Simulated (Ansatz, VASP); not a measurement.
Two plane-wave programs on Y

```
CELL_PARAMETERS angstrom
0.00000 2.48500 2.48500
2.48500 0.00000 2.48500
2.48500 2.48500 0.00000
ATOMIC_POSITIONS crystal
Y 0.00000 0.00000 0.00000
```

This isn't the form of Y at room conditions, which is hcp.

Alike in both runs: task single point; functional r2SCAN; k mesh 16 × 16 × 16; occupations gaussian, width 0.15 eV; no spin polarisation.

|  | VASP | Ansatz |
| --- | --- | --- |
| version | VASP 6.6.1 | Ansatz 0.2.0 |
| potentials or method | VASP PAW PBE potentials, release 64 (Y_sv) | scalar-relativistic, plane waves, PAW |
| plane-wave cutoff (eV) | 520 | 500 |
| valence electrons in the cell | 11 | 11 |

```csv
,VASP,Ansatz,Ansatz less VASP
gap on the k mesh at the Fermi level (eV),none,none,-
pressure (GPa),3.5,3.3,-0.13
```

A gap of «none» marks a metal or a gap that the smearing closes.

Caveats: the PAW data sets were made with another functional, which shifts forces and pressure a little (VASP).
